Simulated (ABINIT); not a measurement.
# Sb (Fm-3m) in ABINIT: reference runs, part 2 of 2

ABINIT 10.8.3 (patched build). Earlier steps stand in the parts before.

## 4. Single point, PBEsol (cell strained at random at fixed volume)

Input file run.abi:

```
# Pseudopotentials
pp_dirpath "./"
pseudos "Sb.upf"

# Structure
acell 3.3817110374 3.331038013 3.3724552456 Angstrom
rprim
    -0.0049569581     0.7039948043     0.7101878231
     0.7114157781     0.0133138679     0.7026452388
     0.7145034773     0.6996306335     0.0013257404
ntypat 1
znucl 51
natom 1
typat 1
xred
    -0.0075380000     0.0130910000    -0.0107430000
chkprim 0
chksymtnons 0
tolsym 1.0e-6

# Plane-wave basis
ecut 40.0

# k points
kptopt 1
ngkpt 10 10 10
nshiftk 1
shiftk 0.0 0.0 0.0

# Exchange and correlation
ixc -116133

# Bands and occupations
nband 12
occopt 3
tsmear 0.00183747

# SCF cycle
nstep 100
tolvrs 1.0e-10

# Output
iomode 3
prtwf 0
prtden 0
prteig 0
prtebands 0
enunit 1
```

Potentials or basis: PseudoDojo NC SR PBEsol v0.4.1 standard.

Run with:

```
$ abinit run.abi > log 2>&1
```

run.abo:

```text
.Version 10.8.3 of ABINIT
 Symmetries : space group P-1 (#  2); Bravais aP (primitive triclinic)
================================================================================
 Values of the parameters that define the memory need of the present run
     intxc =       0    ionmov =       0      iscf =       7    lmnmax =       6
     lnmax =       6     mgfft =      40  mpssoang =       3    mqgrid =    3001
     natom =       1  nloc_mem =       1    nspden =       1   nspinor =       1
    nsppol =       1      nsym =       2    n1xccc =    2501    ntypat =       1
    occopt =       3   xclevel =       2
       mpw =        2194          nfft =       57600          nkpt =         504
================================================================================
================================================================================

--------------------------------------------------------------------------------
------------- Echo of variables that govern the present computation ------------
--------------------------------------------------------------------------------
 -outvars: echo values of preprocessed input variables --------
            acell      6.3905076976E+00  6.2947495596E+00  6.3730167861E+00 Bohr
              amu      1.21753000E+02
          chkprim           0
      chksymtnons           0
             ecut      4.00000000E+01 Hartree
           enunit           1
                       outvar_i_n : Printing only first  50 k-points.
              ixc     -116133
                       outvar_i_n : Printing only first  50 k-points.
         kptrlatt       10    0    0      0   10    0      0    0   10
          kptrlen      6.21561874E+01
            natom           1
            nband          12
            ngfft          40      36      40
             nkpt         504
            nstep         100
             nsym           2
           ntypat           1
                       prtocc : prtvol=0, do not print more k-points.
           occopt           3
           prtden           0
        prtebands           0
           prteig           0
            prtwf           0
            rprim     -4.9569581000E-03  7.0399480430E-01  7.1018782310E-01
                       7.1141577810E-01  1.3313867900E-02  7.0264523880E-01
                       7.1450347730E-01  6.9963063350E-01  1.3257404000E-03
          spgroup           2
           tolsym      1.00000000E-06
           tolvrs      1.00000000E-10
           tsmear      1.83747000E-03 Hartree
            typat      1
                       outvars : Printing only first  50 k-points.
           xangst      5.2621301819E-03 -4.2713015044E-02  1.2488313304E-02
            xcart      9.9439848826E-03 -8.0715900445E-02  2.3599491920E-02
             xred     -7.5380000000E-03  1.3091000000E-02 -1.0743000000E-02
            znucl       51.00000

================================================================================

 chkinp: Checking input parameters for consistency.

================================================================================
== DATASET  1 ==================================================================

--- !DatasetInfo
iteration_state: {dtset: 1, }
dimensions: {natom: 1, nkpt: 504, mband: 12, nsppol: 1, nspinor: 1, nspden: 1, mpw: 2194, }
cutoff_energies: {ecut:  40.0, pawecutdg:  -1.0, }
electrons: {nelect:   1.50000000E+01, charge:   0.00000000E+00, occopt:   3.00000000E+00, tsmear:   1.83747000E-03, }
meta: {optdriver: 0, ionmov: 0, optcell: 0, iscf: 7, paral_kgb: 0, }
...

 Real(R)+Recip(G) space primitive vectors, cartesian coordinates (Bohr,Bohr^-1):
 R(1)= -0.0316775  4.4988842  4.5384608  G(1)= -0.1095869  0.1117102  0.1088380
 R(2)=  4.4781842  0.0838075  4.4229758  G(2)=  0.1122410 -0.1148443  0.1146262
 R(3)=  4.5535427  4.4587578  0.0084490  G(3)=  0.1084634  0.1137208 -0.1119721
 Unit cell volume ucvol=  1.7995104E+02 bohr^3
 Angles (23,13,12)=  5.87646021E+01  6.06636188E+01  5.96781712E+01 degrees

 getcut: wavevector=  0.0000  0.0000  0.0000  ngfft=  40  36  40
         ecut(hartree)=     40.000   => boxcut(ratio)=   2.00963

--- Pseudopotential description ------------------------------------------------
- pspini: atom type   1  psp file is ./Sb.upf
12 -116133 2 -1 1434                          pspcod,pspxc,lmax,lloc,mmax
     nproj     2     2     2

   3.95346149E+02                                ecore*ucvol(ha*bohr**3)
--------------------------------------------------------------------------------

================================================================================

--- !BeginCycle
iteration_state: {dtset: 1, }
solver: {iscf: 7, nstep: 100, nline: 4, wfoptalg: 0, }
tolerances: {tolvrs: 1.00E-10, }
...

     iter   Etot(hartree)      deltaE(h)  residm     vres2
 ETOT  1  -90.658231520415    -9.066E+01 9.814E-01 5.234E-01
 ETOT  2  -90.772916383270    -1.147E-01 8.749E-02 2.313E+00
 ETOT  3  -90.773082910240    -1.665E-04 1.348E-02 1.186E+00
 ETOT  4  -90.773245749810    -1.628E-04 4.243E-03 9.480E-03
 ETOT  5  -90.773247302280    -1.552E-06 4.049E-03 5.154E-05
 ETOT  6  -90.773247309369    -7.089E-09 1.501E-03 7.637E-08
 ETOT  7  -90.773247309364     5.386E-12 1.238E-03 7.331E-08
 ETOT  8  -90.773247309374    -1.013E-11 5.976E-04 2.506E-10
 ETOT  9  -90.773247309375    -5.969E-13 4.636E-04 4.283E-12

 At SCF step    9       vres2   =  4.28E-12 < tolvrs=  1.00E-10 =>converged.

 Cartesian components of stress tensor (hartree/bohr^3)
  sigma(1 1)=  4.16894083E-05  sigma(3 2)= -3.06290411E-06
  sigma(2 2)=  4.02179285E-05  sigma(3 1)= -7.08118196E-06
  sigma(3 3)=  5.44184282E-05  sigma(2 1)= -1.39715301E-05

--- !ResultsGS
iteration_state: {dtset: 1, }
comment   : Summary of ground state results
lattice_vectors:
- [ -0.0316775,   4.4988842,   4.5384608, ]
- [  4.4781842,   0.0838075,   4.4229758, ]
- [  4.5535427,   4.4587578,   0.0084490, ]
lattice_lengths: [   6.39051,    6.29475,    6.37302, ]
lattice_angles: [ 58.765,  60.664,  59.678, ] # degrees, (23, 13, 12)
lattice_volume:   1.7995104E+02
convergence: {deltae: -5.969E-13, res2:  4.283E-12, residm:  4.636E-04, diffor: null, }
etotal    :  -9.07732473E+01
entropy   :   0.00000000E+00
fermie    :   3.01960042E-01
cartesian_stress_tensor: # hartree/bohr^3
- [  4.16894083E-05,  -1.39715301E-05,  -7.08118196E-06, ]
- [ -1.39715301E-05,   4.02179285E-05,  -3.06290411E-06, ]
- [ -7.08118196E-06,  -3.06290411E-06,   5.44184282E-05, ]
pressure_GPa:  -1.3369E+00
xred      :
- [ -7.5380E-03,   1.3091E-02,  -1.0743E-02, Sb]
cartesian_forces: # hartree/bohr
- [ -0.00000000E+00,  -0.00000000E+00,  -0.00000000E+00, ]
force_length_stats: {min:   0.00000000E+00, max:   0.00000000E+00, mean:   0.00000000E+00, }
...

 Integrated electronic density in atomic spheres:
 ------------------------------------------------
 Atom  Sphere_radius  Integrated_density
    1        2.00000         11.17983335
================================================================================

 ----iterations are completed or convergence reached----

 Mean square residual over all n,k,spin=   97.272E-08; max=  46.363E-05
 reduced coordinates (array xred) for    1 atoms
      -0.007538000000      0.013091000000     -0.010743000000
 rms dE/dt=  0.0000E+00; max dE/dt=  0.0000E+00; dE/dt below (all hartree)
    1       0.000000000000      0.000000000000      0.000000000000

 cartesian coordinates (angstrom) at end:
    1      0.00526213018185    -0.04271301504406     0.01248831330444

 cartesian forces (hartree/bohr) at end:
    1     -0.00000000000000    -0.00000000000000    -0.00000000000000
 frms,max,avg= 0.0000000E+00 0.0000000E+00   0.000E+00  0.000E+00  0.000E+00 h/b

 cartesian forces (eV/Angstrom) at end:
    1     -0.00000000000000    -0.00000000000000    -0.00000000000000
 frms,max,avg= 0.0000000E+00 0.0000000E+00   0.000E+00  0.000E+00  0.000E+00 e/A
 length scales=  6.390507697645  6.294749559558  6.373016786065 bohr
              =  3.381711037400  3.331038013000  3.372455245600 angstroms
 Fermi (or HOMO) energy (eV) =   8.21675   Average Vxc (eV)= -11.09389
 Eigenvalues (   eV  ) for nkpt= 504  k points:
 kpt#   1, nband= 12, wtk=  0.00100, kpt=  0.0000  0.0000  0.0000 (reduced coord)
 -21.05138  -21.04708  -21.04172  -21.00893  -20.99976   -4.82730   13.23999   13.47535
  13.94735   18.33257   18.62397   18.76919
 prteigrs : prtvol=0 or 1, do not print more k-points.

--- !EnergyTerms
iteration_state     : {dtset: 1, }
comment             : Components of total free energy in Hartree
kinetic             :  5.31993925279460E+01
hartree             :  1.95514050520008E+01
xc                  : -2.25101165353669E+01
Ewald energy        : -5.75450580534470E+01
psp_core            :  2.19696507384452E+00
local_psp           : -6.64778726284516E+01
non_local_psp       : -1.91877842258825E+01
internal            : -9.07730687893567E+01
'-kT*entropy'       : -1.78520017924865E-04
total_energy        : -9.07732473093747E+01
total_energy_eV     : -2.47006589333735E+03
band_energy         : -7.19920719976491E+00
...

 Cartesian components of stress tensor (hartree/bohr^3)
  sigma(1 1)=  4.16894083E-05  sigma(3 2)= -3.06290411E-06
  sigma(2 2)=  4.02179285E-05  sigma(3 1)= -7.08118196E-06
  sigma(3 3)=  5.44184282E-05  sigma(2 1)= -1.39715301E-05

-Cartesian components of stress tensor (GPa)         [Pressure= -1.3369E+00 GPa]
- sigma(1 1)=  1.22654474E+00  sigma(3 2)= -9.01137499E-02
- sigma(2 2)=  1.18325231E+00  sigma(3 1)= -2.08335566E-01
- sigma(3 3)=  1.60104543E+00  sigma(2 1)= -4.11056606E-01

== END DATASET(S) ==============================================================
================================================================================

 -outvars: echo values of variables after computation  --------
            acell      6.3905076976E+00  6.2947495596E+00  6.3730167861E+00 Bohr
           etotal     -9.0773247309E+01
            fcart     -0.0000000000E+00 -0.0000000000E+00 -0.0000000000E+00
            rprim     -4.9569581000E-03  7.0399480430E-01  7.1018782310E-01
                       7.1141577810E-01  1.3313867900E-02  7.0264523880E-01
                       7.1450347730E-01  6.9963063350E-01  1.3257404000E-03
           strten      4.1689408299E-05  4.0217928522E-05  5.4418428230E-05
                      -3.0629041051E-06 -7.0811819610E-06 -1.3971530052E-05
           xangst      5.2621301819E-03 -4.2713015044E-02  1.2488313304E-02
             xred     -7.5380000000E-03  1.3091000000E-02 -1.0743000000E-02
 Calculation completed.
```

It took 5.4 min on 1 thread of Intel Xeon Platinum 8488C (Sapphire Rapids), shared host; peak memory 0.27 GiB.

Results:

* Free energy: -2470.0659 eV
* Pressure: -1.3 GPa
* Band gap on the k mesh: none (metal or under the smearing width)
* Valence electrons inside the program's atomic spheres: Sb 11.18 (radii [1.0584] Å)

Stress tensor (GPa, compression positive):
```
-1.23  0.41  0.21
 0.41 -1.18  0.09
 0.21  0.09 -1.60
```

The run has no spin-orbit coupling, so splittings on Sb are missing.

## 5. Overview

```csv
task,cell,gap on the mesh (eV),pressure (GPa)
single point,as given,none,-1.2
equation of state,as given,-,-
single point,cell strained at random at fixed volume,none,-1.3
```

Alike in all rows: level PBEsol; potentials or basis PseudoDojo NC SR PBEsol v0.4.1 standard; no spin polarisation; k mesh 10 × 10 × 10; cutoff (eV) 1088; smearing fermi-dirac 0.05 eV.

Caveats: pressures at fixed basis lie under the slope of the energies (some runs).

Total energies depend on the potentials used, so only differences within one code and one set of settings carry meaning.
